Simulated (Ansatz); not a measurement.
A relaxation computed with Ansatz, from input to last step.

```yaml
crystal:
  lattice:
    - [3.370349175, 0.0, 0.0]
    - [-1.6851745875, 2.9188080052, 0.0]
    - [0.0, 0.0, 4.0694723052]
  atoms:
    - { symbol: Mg, position: [0.6666666667, 0.3333333333, 0.75] }
    - { symbol: Mg, position: [0.3333333333, 0.6666666667, 0.25] }
    - { symbol: O, position: [0.6666666667, 0.3333333333, 0.25] }
    - { symbol: O, position: [0.3333333333, 0.6666666667, 0.75] }
basis:
  ecutwfc: 420
kpoints:
  mp_grid: { grid: [9, 9, 6] }
hamiltonian:
  xc: pbe
scf:
  occupations: { method: gaussian, width: 0.02 }
output:
  forces: true
  stress: true
  eigenvalues: true
relax:
  adjacent_minimum: "off"
  f_tol: 0.01
  max_steps: 30
  cell: { stress_tol: 0.1, fix: [volume] }
```

```bash
ansatz run input.yaml --threads 1 --pin off --max-ram 2560MiB --backend cpu --events-out ev --progress --plain --runs-dir out
```

Level of theory: DFT PBE, scalar-relativistic, plane waves, PAW (Ansatz 0.2.0).

The volume is held at 0.88 times that of the relaxed cell.

Of 4 frames 3 are shown, positions in Å and forces in eV/Å; the SCF threshold varies from step to step. Steps run on the plane waves of an earlier cell, with a Pulay correction in the pressure. The basis is chosen afresh for the last frame, the zero of the energies, and at times for earlier ones too; energy and pressure step there, also at an unchanged geometry.

```xyz
4
Lattice="3.3703 0.0000 0.0000 -1.6852 2.9188 0.0000 0.0000 0.0000 4.0695" Properties=species:S:1:pos:R:3:forces:R:3 pbc="T T T" step=1 free_energy_over_end_meV_per_atom=0.02 pressure_GPa=20.60
Mg    1.6852    0.9729    3.0521    0.0000    0.0000    0.0000
Mg    0.0000    1.9459    1.0174    0.0000    0.0000    0.0000
O     1.6852    0.9729    1.0174    0.0000    0.0000    0.0000
O     0.0000    1.9459    3.0521    0.0000    0.0000    0.0000
4
Lattice="3.3701 0.0000 0.0000 -1.6851 2.9186 0.0000 0.0000 0.0000 4.0700" Properties=species:S:1:pos:R:3:forces:R:3 pbc="T T T" step=2 free_energy_over_end_meV_per_atom=0.01 pressure_GPa=20.60
Mg    1.6851    0.9729    3.0525    0.0000    0.0000    0.0000
Mg    0.0000    1.9457    1.0175    0.0000    0.0000    0.0000
O     1.6851    0.9729    1.0175    0.0000    0.0000    0.0000
O     0.0000    1.9457    3.0525    0.0000    0.0000    0.0000
4
Lattice="3.3695 0.0000 0.0000 -1.6847 2.9180 0.0000 0.0000 0.0000 4.0716" Properties=species:S:1:pos:R:3:forces:R:3 pbc="T T T" step=4 free_energy_over_end_meV_per_atom=0.00 pressure_GPa=20.60
Mg    1.6847    0.9727    3.0537    0.0000    0.0000    0.0000
Mg    0.0000    1.9454    1.0179    0.0000    0.0000    0.0000
O     1.6847    0.9727    1.0179    0.0000    0.0000    0.0000
O     0.0000    1.9454    3.0537    0.0000    0.0000    0.0000
```

Time: 9.3 s on 1 thread of Intel(R) Xeon(R) Platinum 8375C CPU @ 2.90GHz (Ice Lake), on a shared host, peak memory 0.39 GiB.